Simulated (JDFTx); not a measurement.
Here is a JDFTx 1.7.0 (patched build) calculation.

File bands.in:

```
lattice \
    0.0000000000     5.5378424082     5.5378424082 \
    5.5378424082     0.0000000000     5.5378424082 \
    5.5378424082     5.5378424082     0.0000000000
coords-type Cartesian
ion In     0.0000000000     0.0000000000     0.0000000000 1
ion P      8.3067636123     8.3067636123     8.3067636123 1

ion-species pseudo/In.upf
ion-species pseudo/P.upf
elec-cutoff 35 280
elec-ex-corr gga-x-b88 gga-c-lyp
elec-smearing Fermi 0.0018374661
elec-n-bands 15
electronic-minimize nIterations 30 energyDiffThreshold 1e-06
davidson-band-ratio 1.3
forces-output-coords Cartesian
include path.kpoints
symmetries none
fix-electron-density run.$VAR

dump-name bands.$VAR
dump End Ecomponents EigStats BandEigs Kpoints Forces
```

The input path.kpoints:

```
kpoint +0.0000000000 +0.0000000000 +0.0000000000 0.020000000000
kpoint +0.0714285714 +0.0000000000 +0.0714285714 0.020000000000
kpoint +0.1428571429 +0.0000000000 +0.1428571429 0.020000000000
kpoint +0.2142857143 +0.0000000000 +0.2142857143 0.020000000000
kpoint +0.2857142857 +0.0000000000 +0.2857142857 0.020000000000
kpoint +0.3571428571 +0.0000000000 +0.3571428571 0.020000000000
kpoint +0.4285714286 +0.0000000000 +0.4285714286 0.020000000000
kpoint +0.5000000000 +0.0000000000 +0.5000000000 0.020000000000
kpoint +0.5000000000 +0.0833333333 +0.5833333333 0.020000000000
kpoint +0.5000000000 +0.1666666667 +0.6666666667 0.020000000000
kpoint +0.5000000000 +0.2500000000 +0.7500000000 0.020000000000
kpoint +0.4375000000 +0.3125000000 +0.7500000000 0.020000000000
kpoint +0.3750000000 +0.3750000000 +0.7500000000 0.020000000000
kpoint +0.3281250000 +0.3281250000 +0.6562500000 0.020000000000
kpoint +0.2812500000 +0.2812500000 +0.5625000000 0.020000000000
kpoint +0.2343750000 +0.2343750000 +0.4687500000 0.020000000000
kpoint +0.1875000000 +0.1875000000 +0.3750000000 0.020000000000
kpoint +0.1406250000 +0.1406250000 +0.2812500000 0.020000000000
kpoint +0.0937500000 +0.0937500000 +0.1875000000 0.020000000000
kpoint +0.0468750000 +0.0468750000 +0.0937500000 0.020000000000
kpoint +0.0000000000 +0.0000000000 +0.0000000000 0.020000000000
kpoint +0.0833333333 +0.0833333333 +0.0833333333 0.020000000000
kpoint +0.1666666667 +0.1666666667 +0.1666666667 0.020000000000
kpoint +0.2500000000 +0.2500000000 +0.2500000000 0.020000000000
kpoint +0.3333333333 +0.3333333333 +0.3333333333 0.020000000000
kpoint +0.4166666667 +0.4166666667 +0.4166666667 0.020000000000
kpoint +0.5000000000 +0.5000000000 +0.5000000000 0.020000000000
kpoint +0.5250000000 +0.4500000000 +0.5250000000 0.020000000000
kpoint +0.5500000000 +0.4000000000 +0.5500000000 0.020000000000
kpoint +0.5750000000 +0.3500000000 +0.5750000000 0.020000000000
kpoint +0.6000000000 +0.3000000000 +0.6000000000 0.020000000000
kpoint +0.6250000000 +0.2500000000 +0.6250000000 0.020000000000
kpoint +0.5625000000 +0.2500000000 +0.6875000000 0.020000000000
kpoint +0.5000000000 +0.2500000000 +0.7500000000 0.020000000000
kpoint +0.5000000000 +0.2916666667 +0.7083333333 0.020000000000
kpoint +0.5000000000 +0.3333333333 +0.6666666667 0.020000000000
kpoint +0.5000000000 +0.3750000000 +0.6250000000 0.020000000000
kpoint +0.5000000000 +0.4166666667 +0.5833333333 0.020000000000
kpoint +0.5000000000 +0.4583333333 +0.5416666667 0.020000000000
kpoint +0.5000000000 +0.5000000000 +0.5000000000 0.020000000000
kpoint +0.4791666667 +0.4791666667 +0.5416666667 0.020000000000
kpoint +0.4583333333 +0.4583333333 +0.5833333333 0.020000000000
kpoint +0.4375000000 +0.4375000000 +0.6250000000 0.020000000000
kpoint +0.4166666667 +0.4166666667 +0.6666666667 0.020000000000
kpoint +0.3958333333 +0.3958333333 +0.7083333333 0.020000000000
kpoint +0.3750000000 +0.3750000000 +0.7500000000 0.020000000000
kpoint +0.6250000000 +0.2500000000 +0.6250000000 0.020000000000
kpoint +0.5833333333 +0.1666666667 +0.5833333333 0.020000000000
kpoint +0.5416666667 +0.0833333333 +0.5416666667 0.020000000000
kpoint +0.5000000000 +0.0000000000 +0.5000000000 0.020000000000
```

Potentials or basis: PseudoDojo-SR-PBE-0.5-standard with smoothed tails.

Run with:

```bash
$ jdftx -c 1 -i bands.in -o bands.out
```

(1) Predict the band gap along the path.

Answers

(1) 0.63 eV, direct.

Caveat: spin-orbit coupling is left out, which moves the levels of the heavy elements.

**Experimental background.**

From a printed reference work, data compilation, for a bulk crystal of InP at 1.6 K: band gap 1.4236 eV (direct).

A measured gap of InP is 1.4236 eV (direct; 1.6 K; a printed reference work, data compilation); the calculated 0.63 eV misses it by -0.79 eV. Spin-orbit coupling on In is left out. The value is that of BLYP, without temperature or zero-point motion. Semilocal functionals fall short of measured gaps as a rule.
